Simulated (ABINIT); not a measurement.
Be2C:

```
CELL_PARAMETERS angstrom
0.00000 2.16500 2.16500
2.16500 0.00000 2.16500
2.16500 2.16500 0.00000
ATOMIC_POSITIONS crystal
C 0.00000 0.00000 0.00000
Be 0.75000 0.75000 0.75000
Be 0.25000 0.25000 0.25000
```

Base run:

```yaml
Program: ABINIT 10.8.3 (patched build)
Functional: TB-mBJ
Potentials_or_basis: JTH PAW LDA v2.0
Cutoff: 626 eV
k_mesh: 11 × 11 × 11
Occupations: fermi-dirac, width 0.05 eV
Spin: no spin polarisation
```

Its results: band gap on the k mesh 1.93 eV, indirect (least direct gap 4.87 eV).

Task: The run is repeated on the same cell with these changes: functional from TB-mBJ to PBEsol; potentials or basis from JTH PAW LDA v2.0 to PseudoDojo NC SR PBEsol v0.4.1 standard; cutoff from 626 eV to 1197 eV. What comes out?

Result: Band gap on the k mesh 1.17 eV, indirect (least direct gap 4.12 eV).

Caveats: the mesh misses the band edges, which the band path finds closer together; the constant c of TB-mBJ comes from the pseudo density here, which moves gaps by up to 0.3 eV between sets of potentials (some runs).
